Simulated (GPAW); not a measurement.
Runs of GPAW 26.7.0 on Sn. The structure is cubic, space group Fd-3m (No. 227). Conventional cell: a = 6.467 Å, b = 6.467 Å, c = 6.467 Å, α = 90.00°, β = 90.00°, γ = 90.00°. Sn (site symmetry -43m) has 4 Sn at 2.80 Å as nearest neighbours. This isn't the form of Sn at room conditions, which is tetragonal (white tin).

| task | level | potentials or basis | spin | eigensolver | band path | band points | spin axis theta (degrees) | spin axis phi (degrees) | V0 of scaled cells (Å³/atom) | B0 (GPa) |
| --- | --- | --- | --- | --- | --- | --- | --- | --- | --- | --- |
| equation of state | OLYP+D3(BJ) | PAW data sets generated in the run's folder for this functional, pw | off | davidson | - | - | - | - | 33.74 | 43 |
| equation of state | BLYP+D3(BJ) | PAW data sets generated in the run's folder for this functional, pw | off | davidson | - | - | - | - | 35.59 | (a) |
| equation of state | LDA | PAW data sets generated in the run's folder for this functional, pw | off | - | - | - | - | - | 33.73 | 45 |
| equation of state | LDA | the program's PAW data sets (release 1.2.1) made for this functional, pw | off | - | - | - | - | - | 33.73 | 45 |

Alike in all rows: cell as given; k mesh 6 × 6 × 6; cutoff (eV) 600; smearing fermi-dirac 0.05 eV.

Q: Estimate the missing entries.

A: (a) 37.

Runs at the PBE level aren't shown here.
